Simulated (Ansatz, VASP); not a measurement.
# Moving the dispersion correction in MgS

The cell as given:

The structure is cubic, space group Fm-3m (No. 225). The conventional cell has a = 5.203 Å, b = 5.203 Å, c = 5.203 Å, α = 90.00°, β = 90.00°, γ = 90.00°. S (site symmetry m-3m) has 6 Mg at 2.60 Å as nearest neighbours. Mg (site symmetry m-3m) has 6 S at 2.60 Å as nearest neighbours.

Kept alike: task relaxation of cell and atoms; functional PBE; k mesh 9 × 9 × 9; occupations fermi-dirac, width 0.05 eV; no spin polarisation. Program: Ansatz, Ansatz PAW, cutoff 420 eV. The mesh is that of the run's cell of 2 atoms. No spin-orbit coupling.

| dispersion correction | volume (Å³/atom) |
| --- | --- |
| D3(BJ) | 17.122 |
| D4 | 17.285 |
| none | 17.879 |

The relaxations keep at least the cell's symmetry (Fm-3m). Relaxations stop with a little pressure left, so the last digits of a volume or edge aren't settled.

**Question.** What does the dispersion correction change here?

**Answer.** The volume runs from 17.122 (D3(BJ)) to 17.879 Å³/atom (none). Against no correction: D3(BJ) -4.2 %; D4 -3.3 %. Dispersion terms mostly attract and so lower the volume; the schemes' coefficients and damping set how far. Measured: 17.6 Å³/atom at 294.15 K (a printed reference work); nearest none, 0.28 Å³/atom off. The runs are for a static lattice. A twin series (VASP, PBE PAW files Mg, S, 600 eV) moves it by +0.7482 between D3(BJ) and none, against +0.7570 Å³/atom here.
